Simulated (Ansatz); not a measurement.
Phonons of NaBr (rock salt) at Γ, L = (0.5, 0.0, 0.0), X = (0.5, 0.5, 0.0).

NaBr (rock salt)

```
CELL_PARAMETERS angstrom
      0.00000     2.97379     2.97379
      2.97379     0.00000     2.97379
      2.97379     2.97379     0.00000
ATOMIC_POSITIONS crystal
  Br 0.00000 0.00000 0.00000
  Na 0.50000 0.50000 0.50000
```

Method: r2SCAN (plane waves to 500 eV, PAW, scalar-relativistic; Ansatz, a program for electronic structure). Harmonic phonons by density-functional perturbation theory on a 8×8×8 k mesh, in cm⁻¹; i marks imaginary ones, q is in fractions of the reciprocal vectors of the cell shown, and the three acoustic modes at Γ are left out. The non-analytic (LO-TO) term is not included, so polar modes at Γ have their transverse values. The program warned that its band solver left a few bands short of their tolerance. NaBr was relaxed with its symmetry unable to fall.

```tsv
q	wavenumbers (cm⁻¹)
Γ	139 (×3)
L = (0.5, 0.0, 0.0)	74 (×2), 110, 129 (×2), 199
X = (0.5, 0.5, 0.0)	58 (×2), 93, 145 (×2), 154
```

The structure shows no imaginary mode at these points (lowest 58 cm⁻¹ at X = (0.5, 0.5, 0.0)); other wave vectors were not tested.

Highest mode: 199 cm⁻¹ at L = (0.5, 0.0, 0.0).
